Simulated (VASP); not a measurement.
## MnO: core levels with LDA

Crystal: MnO.

```
CELL_PARAMETERS angstrom
0.00000 2.43651 2.43651
2.43651 0.00000 2.43651
2.43651 2.43651 0.00000
ATOMIC_POSITIONS crystal
Mn 0.00000 0.00000 0.00000
O 0.25000 0.25000 0.25000
```

Measurements of this composition are mostly on another form, of space group No. 225.

| Property | Result |
| --- | --- |
| Program | VASP 6.6.1 |
| Task | core levels |
| Functional | LDA |
| Potentials or basis | VASP PAW LDA potentials, release 64 (Mn_pv, O) |
| Cutoff | 520 eV |
| k mesh | 9 × 9 × 9 |
| Occupations | gaussian, width 0.02 eV |
| Spin | collinear spin, ferromagnetic start |
| Starting moments | [4.0, 0.0] μB |
| Further INCAR settings | ALGO = Fast; EDIFF = 1e-06 |

* Pressure: -13.2 GPa
* Band gap on the k mesh: none (metal or under the smearing width)
* Net moment: 4.99 μB per cell
* Site moments: Mn +4.39; O +0.20 μB
* Valence electrons inside the program's atomic spheres: Mn 11.35; O 4.93

Levels at points of the mesh, in eV from the Fermi level:
Spin up:
```csv
k point,band 8,band 9,band 10,band 11,band 12,band 13,band 14,band 15
"(0.00, 0.00, 0.00)",-2.56,-2.56,-1.35,0.04,0.04,0.04,11.57,11.57
```
Spin down:
```csv
k point,band 4,band 5,band 6,band 7,band 8,band 9,band 10,band 11
"(0.00, 0.00, 0.00)",-18.51,-4.40,-4.40,-4.40,-0.28,1.25,1.25,3.08
```

Core levels (eV, on the scale of the bands):
```csv
atom,levels
1 Mn,"1s -6386.6, 2s -729.3, 2p -617.6, 3s -73.9"
2 O,1s -497.8
```

Wall time 19 s on 1 thread of Intel(R) Xeon(R) 6975P-C (Granite Rapids), on a shared host, peak memory 0.15 GiB.

Caveat: a cell with one magnetic atom can't hold antiferromagnetic order, which such compounds often take; semilocal functionals often make such compounds metallic where correlation or magnetic order opens a gap, which also shifts bond lengths. With open d or f shells a metallic result of LDA can be an artefact of self-interaction; +U or a hybrid may open a gap.
